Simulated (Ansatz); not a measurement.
Runs of Ansatz 0.2.0 on SrO. Symmetry: Fm-3m, No. 225, cubic system. Conventional cell: a = 5.133 Å, b = 5.133 Å, c = 5.133 Å, α = 90.00°, β = 90.00°, γ = 90.00°. Sr (site symmetry m-3m) has 6 O at 2.57 Å as nearest neighbours. O (site symmetry m-3m) is surrounded by 6 Sr at 2.57 Å. 

```csv
task,level,potentials or basis,cell,cutoff (eV),smearing,basis error allowed,gap on the mesh (eV),pressure (GPa),relaxed volume (Å³/atom)
relaxation of cell and atoms,BLYP+D4,"all-electron LAPW, scalar-relativistic",relaxed,-,fermi-dirac 0.05 eV,0.001 eV/atom,3.52,0.0,17.44
relaxation of cell and atoms,revPBE+D4,"all-electron LAPW, scalar-relativistic",relaxed,-,fermi-dirac 0.05 eV,0.001 eV/atom,3.47,0.0,(b)
relaxation of cell and atoms,PBEsol+D4,"all-electron LAPW, scalar-relativistic",relaxed,-,fermi-dirac 0.05 eV,0.001 eV/atom,(c),0.0,(a)
band structure,RPBE,"all-electron LAPW, scalar-relativistic",as given,217,fermi-dirac 0.05 eV,0.001 eV/atom,3.49,6.4,-
relaxation of cell and atoms,PBE+D4,"all-electron LAPW, scalar-relativistic",relaxed,-,fermi-dirac 0.05 eV,0.001 eV/atom,3.37,0.0,17.19
single point,PBE,"all-electron LAPW, scalar-relativistic",as given,217,gaussian 0.018 eV,0.001 eV/atom,3.37,3.3,-
single point,PBE,"all-electron LAPW, scalar-relativistic",as given,217,gaussian 0.026 eV,0.001 eV/atom,3.37,3.3,-
Born charges and dielectric tensor,LDA,all-electron PAW datasets made for the crystal,as given,340,fixed,-,3.21,-,-
```

Alike in all rows: no spin polarisation; k mesh 9 × 9 × 9.

Question: Estimate the missing entries.

Answer: (a) 16.63; (b) 17.40; (c) 3.25.

Caveats: an odd mesh through Γ misses points on the zone boundary, where band edges often lie (some runs); the program warned that the printed levels may be off, so bands, gaps and densities of states are rough (some runs).

A k mesh can miss the band edges, and the runs leave out spin-orbit coupling on Sr.

The runs don't all hold the same shells in valence.
